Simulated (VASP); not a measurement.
Crystal: WC (Qusongite).

```
CELL_PARAMETERS angstrom
2.90650 0.00000 0.00000
-1.45325 2.51710 0.00000
0.00000 0.00000 2.83660
ATOMIC_POSITIONS crystal
W 0.00000 0.00000 0.00000
C 0.66667 0.33333 0.50000
```

```yaml
Program: VASP 6.6.1
Task: relaxation of cell and atoms
Functional: vdW-DF
Potentials_or_basis: VASP PAW PBE potentials, release 64 (W_sv, C)
Cutoff: 600 eV
k_mesh: 10 × 10 × 9
Occupations: fermi-dirac, width 0.05 eV
Spin: no spin polarisation
```

At the start: pressure 17.1 GPa; volume 10.38 Å³/atom.

Question: How do energy, volume and symmetry change on relaxing?

Answer: Over 12 steps the energy falls by 23.6 meV/atom and the volume is 10.84 Å³/atom (+4.4 %); space group P-6m2 (No. 187, to 0.05 Å).

The path:
| step | energy change (eV) | largest force (eV/Å) | pressure (GPa) | volume (Å³) |
| --- | --- | --- | --- | --- |
| 1 | 0.0000 | 0.0000 | 17.13 | 20.75 |
| 2 | 0.2394 | 0.0000 | -31.72 | 24.27 |
| 3 | -0.0467 | 0.0000 | -0.66 | 21.71 |
| 4 | -0.0468 | 0.0000 | -0.01 | 21.67 |
| 5 | -0.0468 | 0.0000 | 0.28 | 21.65 |
| 6 | -0.0469 | 0.0000 | 0.27 | 21.67 |
| 7 | -0.0471 | 0.0000 | 0.28 | 21.66 |
| 8 | -0.0471 | 0.0000 | 0.26 | 21.66 |
| 9 | -0.0471 | 0.0000 | 0.29 | 21.66 |
| 10 | -0.0471 | 0.0000 | 0.30 | 21.66 |
| 11 | -0.0471 | 0.0000 | -0.51 | 21.71 |
| 12 | -0.0471 | 0.0000 | 0.02 | 21.67 |

Final structure:
```yaml
crystal:
  lattice:
    - [2.95139, 0.00000, 0.00000]
    - [-1.47570, 2.55598, 0.00000]
    - [0.00000, 0.00000, 2.87313]
  atoms:
    - { symbol: W, position: [0.00000, 0.00000, 0.00000] }
    - { symbol: C, position: [0.66667, 0.33333, 0.50000] }
```

Caveat: the PAW data sets were made with another functional, which shifts forces and pressure a little.
